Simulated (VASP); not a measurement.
# PbF2 (Fluorocronite) (Fm-3m) in VASP: notebook, part 2 of 2

VASP 6.6.1. Earlier steps stand in the parts before.

## Step 3: Dielectric tensor, PBEsol

Input file INCAR:

```
SYSTEM = PbF2
  PREC = Accurate
  ENCUT = 600
  EDIFF = 1E-8
  ISMEAR = 0
  SIGMA = 0.03
  LREAL = .FALSE.
  LASPH = .TRUE.
  NELM = 80
  ALGO = Normal
  ISIF = 2
  LWAVE = .FALSE.
  LCHARG = .FALSE.
  GGA = PS
  LEPSILON = .TRUE.
  KPAR = 2
```

Input file KPOINTS:

```
regular mesh
0
Monkhorst
  14 14 14
  0 0 0
```

Input file POSCAR:

```
PbF2                                    
1.0
    0.0000000000      2.9462119400      2.9462119400
    2.9462119400      0.0000000000      2.9462119400
    2.9462119400      2.9462119400      0.0000000000
  Pb              F             
     1     2
Direct
     0.0000000000000000    0.0000000000000000    0.0000000000000000
     0.2500000000000000    0.2500000000000000    0.2500000000000000
     0.7500000000000000    0.7500000000000000    0.7500000000000000
```

Potentials or basis: VASP PAW PBE potentials, release 64 (Pb_d, F).

On the command line:

```bash
$ cat potpaw_PBE.64/Pb_d/POTCAR potpaw_PBE.64/F/POTCAR > POTCAR
$ mpirun -np 2 vasp_std > vasp.out
```

OUTCAR:

```text
SYSTEM = PbF2
   PREC = Accurate
   ENCUT = 600
   EDIFF = 1E-8
   ISMEAR = 0
   LREAL = .FALSE.
   LASPH = .TRUE.
   NELM = 80
   ISIF = 2
   GGA = PS
   LEPSILON = .TRUE.

 ion  position               nearest neighbor table
   1  0.000  0.000  0.000-   2 2.55   3 2.55   3 2.55   3 2.55   3 2.55   2 2.55   2 2.55   2 2.55

   2  0.250  0.250  0.250-   1 2.55   1 2.55   1 2.55   1 2.55
   3  0.750  0.750  0.750-   1 2.55   1 2.55   1 2.55   1 2.55

  LATTYP: Found a face centered cubic cell.
 ALAT       =     5.8924238800

  Lattice vectors:

 A1 = (   0.0000000000,   2.9462119400,   2.9462119400)
[... 759 lines left out ...]
     0.00003  0.00000  0.00000
    -0.00000  0.00003  0.00000
     0.00000 -0.00000 -0.00011

 MACROSCOPIC STATIC DIELECTRIC TENSOR (including local field effects in DFT)
 ------------------------------------------------------
           3.400663     0.000000     0.000000
           0.000000     3.400663     0.000000
           0.000000     0.000000     3.400663
 ------------------------------------------------------

 PIEZOELECTRIC TENSOR (including local field effects)  for field in x, y, z        (e  Angst)
          XX          YY          ZZ          XY          YZ          ZX
  --------------------------------------------------------------------------------
  x     0.00000     0.00000     0.00000     0.00000     0.00000     0.00000
  y     0.00000     0.00000     0.00000     0.00000     0.00000     0.00000
  z     0.00000     0.00000     0.00000     0.00000     0.00000     0.00000

 PIEZOELECTRIC TENSOR (including local field effects)  for field in x, y, z        (C/m^2)
          XX          YY          ZZ          XY          YZ          ZX
  --------------------------------------------------------------------------------
  x     0.00000     0.00000     0.00000     0.00000     0.00000     0.00000
  y     0.00000     0.00000     0.00000     0.00000     0.00000     0.00000
  z     0.00000     0.00000     0.00000     0.00000     0.00000     0.00000

 BORN EFFECTIVE CHARGES (including local field effects) (in |e|, cummulative output)
 ---------------------------------------------------------------------------------
 ion    1
    1     3.21398     0.00000     0.00000
    2     0.00000     3.21398     0.00000
    3     0.00000     0.00000     3.21398
 ion    2
    1    -1.60699     0.00000     0.00000
    2     0.00000    -1.60699     0.00000
    3     0.00000     0.00000    -1.60699
 ion    3
    1    -1.60699     0.00000     0.00000
    2     0.00000    -1.60699     0.00000
    3     0.00000     0.00000    -1.60699
```

stdout:

```text
POSCAR found type information on POSCAR PbF
 POSCAR found :  2 types and       3 ions
 scaLAPACK will be used
 -----------------------------------------------------------------------------
|                                                                             |
|                                                                             |
|     You enforced a specific xc type in the INCAR file but a different       |
[... 46 lines left out ...]
  Direction:   1
 dielectric tensor                  component  1 :     3.401    -0.017     0.017
 Linear response to external field, progress :
  Direction:   2
 dielectric tensor                  component  2 :    -0.018     3.401     0.018
 Linear response to external field, progress :
  Direction:   3
 dielectric tensor                  component  3 :    -0.010     0.010     3.401
 Born effective charges drift removed
```

Run time: 32 min. Hardware: 2 MPI ranks of AMD EPYC 9R45 (Zen 5), shared host; peak memory 1.8 GiB.

Results:

| Item | Value |
| --- | --- |
| Electronic dielectric tensor (diagonal) | 3.40 |
| Born charges (mean of the diagonal) | Pb +3.21; F -1.61 e |

Levels at points of the mesh, in eV from the valence-band top:
```
           k point  band 11  band 12  band 13  band 14  band 15  band 16  band 17  band 18
(0.04, 0.04, 0.04)    -2.59    -2.09    -2.09    -2.04     6.63     6.70     6.70    10.65
```

Electronic dielectric tensor:
```
3.40 0.00 0.00
0.00 3.40 0.00
0.00 0.00 3.40
```

Born effective charge tensors (e):
atom 1, Pb
```
3.21 0.00 0.00
0.00 3.21 0.00
0.00 0.00 3.21
```
atom 2, F
```
-1.61  0.00  0.00
 0.00 -1.61  0.00
 0.00  0.00 -1.61
```
atom 3, F
```
-1.61  0.00  0.00
 0.00 -1.61  0.00
 0.00  0.00 -1.61
```

Caveat: the PAW data sets were made with another functional, which shifts forces and pressure a little. Spin-orbit coupling is left out, which matters for the levels of Pb.

## Step 4: Band structure, PBE

Input file INCAR:

```
PREC = Accurate
ENCUT = 520
EDIFF = 1E-6
ISMEAR = 0
SIGMA = 0.03
LREAL = F
LASPH = T
NELM = 80
ALGO = Normal
ISIF = 2
LWAVE = F
LCHARG = F
GGA = PE
KPAR = 2
```

Input file KPOINTS:

```
Automatic mesh
0
Gamma
  8 8 8
```

Input file POSCAR:

```
PbF2                                    
1.0
    0.0000000000      2.9462119385      2.9462119385
    2.9462119385      0.0000000000      2.9462119385
    2.9462119385      2.9462119385      0.0000000000
  Pb              F             
     1     2
Direct
     0.0000000000000000    0.0000000000000000    0.0000000000000000
     0.2500000000000000    0.2500000000000000    0.2500000000000000
     0.7500000000000000    0.7500000000000000    0.7500000000000000
```

Input file KPOINTS_OPT:

```
explicit points
252
Reciprocal
 0.0000000000  0.0000000000  0.0000000000 1
 0.0357142857  0.0000000000  0.0357142857 1
 0.0714285714  0.0000000000  0.0714285714 1
 0.1071428571  0.0000000000  0.1071428571 1
 0.1428571429  0.0000000000  0.1428571429 1
 0.1785714286  0.0000000000  0.1785714286 1
[... 244 lines left out ...]
 0.4883264900  0.0116735100  0.5000000000 1
 0.5116735100 -0.0116735100  0.5000000000 1
```

On the command line:

```bash
$ cat potpaw_PBE.64/Pb_d/POTCAR potpaw_PBE.64/F/POTCAR > POTCAR
$ mpirun -np 2 vasp_std > vasp.out
```

Wall time 93 s (2 MPI ranks of Intel Xeon Platinum 8488C (Sapphire Rapids), shared host); peak memory 0.18 GiB.

The run converged. Its results:

* Free energy: -14.3139 eV
* Pressure: 3.9 GPa
* Band gap on the k mesh: 4.41 eV, indirect (least direct gap 4.56 eV)
* Band gap along the path: 4.41 eV, indirect (least direct gap 4.56 eV)

Levels at the corners of the path, in eV from the valence-band top:
```csv
point,band 11,band 12,band 13,band 14,band 15,band 16,band 17,band 18
Γ,-2.59,-2.09,-2.09,-2.09,6.79,6.79,6.79,10.69
X,-1.66,-1.66,-1.66,-0.15,4.41,7.96,7.96,8.92
X,-1.66,-1.66,-1.66,-0.15,4.41,7.96,7.96,8.92
W,-2.81,-1.73,-1.59,0.00,6.09,6.09,7.52,10.17
W,-2.81,-1.73,-1.59,0.00,6.09,6.09,7.52,10.17
K,-2.18,-1.81,-1.67,-0.03,5.33,6.70,7.95,9.82
K,-2.18,-1.81,-1.67,-0.03,5.33,6.70,7.95,9.82
Γ,-2.59,-2.09,-2.09,-2.09,6.79,6.79,6.79,10.69
Γ,-2.59,-2.09,-2.09,-2.09,6.79,6.79,6.79,10.69
L,-2.81,-2.26,-2.26,-0.04,5.02,7.72,7.72,13.25
L,-2.81,-2.26,-2.26,-0.04,5.02,7.72,7.72,13.25
U,-2.18,-1.81,-1.67,-0.03,5.33,6.70,7.95,9.82
U,-2.18,-1.81,-1.67,-0.03,5.33,6.70,7.95,9.82
W,-2.81,-1.73,-1.59,0.00,6.09,6.09,7.52,10.17
W,-2.81,-1.73,-1.59,0.00,6.09,6.09,7.52,10.17
L,-2.81,-2.26,-2.26,-0.04,5.02,7.72,7.72,13.25
L,-2.81,-2.26,-2.26,-0.04,5.02,7.72,7.72,13.25
K,-2.18,-1.81,-1.67,-0.03,5.33,6.70,7.95,9.82
U,-2.18,-1.81,-1.67,-0.03,5.33,6.70,7.95,9.82
X,-1.66,-1.66,-1.66,-0.15,4.41,7.96,7.96,8.92
```

Caveat: spin-orbit coupling is left out, which as a rule narrows the gap of such compounds by several tenths of an eV. As with any semilocal functional, this PBE gap is likely too small.

## Step 5: Band structure, LDA

INCAR: that of step 4 with these lines changed.

```diff
@@ -12,3 +12,2 @@
 LCHARG = F
-GGA = PE
 KPAR = 2
```

KPOINTS is that of step 4.

POSCAR is that of step 4.

KPOINTS_OPT is that of step 4.

Potentials or basis: VASP PAW LDA potentials, release 64 (Pb_d, F).

On the command line:

```bash
$ cat potpaw_LDA.64/Pb_d/POTCAR potpaw_LDA.64/F/POTCAR > POTCAR
$ mpirun -np 2 vasp_std > vasp.out
```

It took 70 s on 2 MPI ranks of Intel Xeon Platinum 8488C (Sapphire Rapids), shared host; peak memory 0.17 GiB.

Results (log left out):

```
Free energy             : -15.9362 eV
Pressure                : -3.3 GPa
Band gap on the k mesh  : 4.22 eV, indirect (least direct gap 4.38 eV)
Band gap along the path : 4.22 eV, indirect (least direct gap 4.38 eV)
```

Levels at the corners of the path, in eV from the valence-band top:
| point | band 12 | band 13 | band 14 | band 15 | band 16 | band 17 |
| --- | --- | --- | --- | --- | --- | --- |
| Γ | -2.11 | -2.11 | -2.11 | 6.59 | 6.59 | 6.59 |
| X | -1.66 | -1.66 | -0.16 | 4.22 | 7.80 | 7.80 |
| X | -1.66 | -1.66 | -0.16 | 4.22 | 7.80 | 7.80 |
| W | -1.73 | -1.60 | 0.00 | 5.91 | 5.91 | 7.29 |
| W | -1.73 | -1.60 | 0.00 | 5.91 | 5.91 | 7.29 |
| K | -1.82 | -1.68 | -0.04 | 5.15 | 6.50 | 7.79 |
| K | -1.82 | -1.68 | -0.04 | 5.15 | 6.50 | 7.79 |
| Γ | -2.11 | -2.11 | -2.11 | 6.59 | 6.59 | 6.59 |
| Γ | -2.11 | -2.11 | -2.11 | 6.59 | 6.59 | 6.59 |
| L | -2.28 | -2.28 | -0.04 | 4.81 | 7.56 | 7.56 |
| L | -2.28 | -2.28 | -0.04 | 4.81 | 7.56 | 7.56 |
| U | -1.82 | -1.68 | -0.04 | 5.15 | 6.50 | 7.79 |
| U | -1.82 | -1.68 | -0.04 | 5.15 | 6.50 | 7.79 |
| W | -1.73 | -1.60 | 0.00 | 5.91 | 5.91 | 7.29 |
| W | -1.73 | -1.60 | 0.00 | 5.91 | 5.91 | 7.29 |
| L | -2.28 | -2.28 | -0.04 | 4.81 | 7.56 | 7.56 |
| L | -2.28 | -2.28 | -0.04 | 4.81 | 7.56 | 7.56 |
| K | -1.82 | -1.68 | -0.04 | 5.15 | 6.50 | 7.79 |
| U | -1.82 | -1.68 | -0.04 | 5.15 | 6.50 | 7.79 |
| X | -1.66 | -1.66 | -0.16 | 4.22 | 7.80 | 7.80 |

Caveat: spin-orbit coupling is left out, which as a rule narrows the gap of such compounds by several tenths of an eV.

## Step 6: The runs side by side

| task | level | potentials or basis | k mesh | cutoff (eV) | by perturbation theory | monkhorst-Pack mesh | gap on the mesh (eV) | pressure (GPa) |
| --- | --- | --- | --- | --- | --- | --- | --- | --- |
| phonons | PBEsol | VASP PAW PBE potentials, release 64 (Pb_d, F) | 8 × 8 × 8 | 600 | no | - | - | - |
| dielectric tensor | PBEsol | VASP PAW PBE potentials, release 64 (Pb_d, F) | 14 × 14 × 14 | 600 | - | yes | - | - |
| band structure | PBE | VASP PAW PBE potentials, release 64 (Pb_d, F) | 8 × 8 × 8 | 520 | - | - | 4.41 | 3.9 |
| band structure | LDA | VASP PAW LDA potentials, release 64 (Pb_d, F) | 8 × 8 × 8 | 520 | - | - | 4.22 | -3.3 |

Alike in all rows: no spin polarisation; cell as given; smearing gaussian 0.03 eV.

Caveats: the PAW data sets were made with another functional, which shifts forces and pressure a little (some runs); spin-orbit coupling is left out, which as a rule narrows the gap of such compounds by several tenths of an eV (some runs).

Absolute energies hang on the potentials; compare differences alone.
